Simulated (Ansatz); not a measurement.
# Mn: from a trial structure to a relaxed crystal

These are results of DFT PBE, scalar-relativistic, plane waves, PAW in Ansatz, not measurements. Cutoff 420 eV, Γ-centred k mesh, Gaussian smearing, no spin polarisation in the final step.

The start puts Mn on the sites of a reported S cell (R-3, No. 148), at a guessed volume.

```
Mn
1.0
     4.48053    2.58684    1.17222
    -4.48053    2.58684    1.17222
     0.00000   -5.17368    1.17222
Mn
6
Direct
  0.58450 0.35100 0.24650
  0.24650 0.58450 0.35100
  0.35100 0.24650 0.58450
  0.41550 0.64900 0.75350
  0.75350 0.41550 0.64900
  0.64900 0.75350 0.41550
```

Cell and atoms relax at zero pressure; the relaxation can't lower the symmetry of the start. After a coarse first stage the cell is made exact in the group found at 0.06 Å.

Energies count from the standard state of Mn at the same level.

Q: What does it relax into?

A: It keeps R-3 (No. 148), but not the shape of the type it started on. Conventional cell: a = 9.633 Å, c = 2.570 Å. Mn is coordinated by 6 Mn at 2.33–2.36 Å, 3 Mn at 2.57–2.65 Å and 2 Mn at 2.79 Å.

```
Mn
1.0
     4.81658    2.78085    0.85650
    -4.81658    2.78085    0.85650
     0.00000   -5.56170    0.85650
Mn
6
Direct
  0.45857 0.22681 0.05392
  0.05392 0.45857 0.22681
  0.22681 0.05392 0.45857
  0.54143 0.77319 0.94608
  0.94608 0.54143 0.77319
  0.77319 0.94608 0.54143
```

Q: What are its volume, energy, density and gap?

A: The volume per atom is 11.47 Å³ and the density is 7.95 g/cm³. The energy over the standard structure is 0.39 eV/atom. The gap on the 15×15×15 mesh is 0 eV (a metal).

The final run used a 15×15×15 mesh on its 6-atom cell and 0.10 eV smearing. For metals, differences of a few meV/atom aren't resolved. A structure relaxed within its symmetry needn't be a true minimum.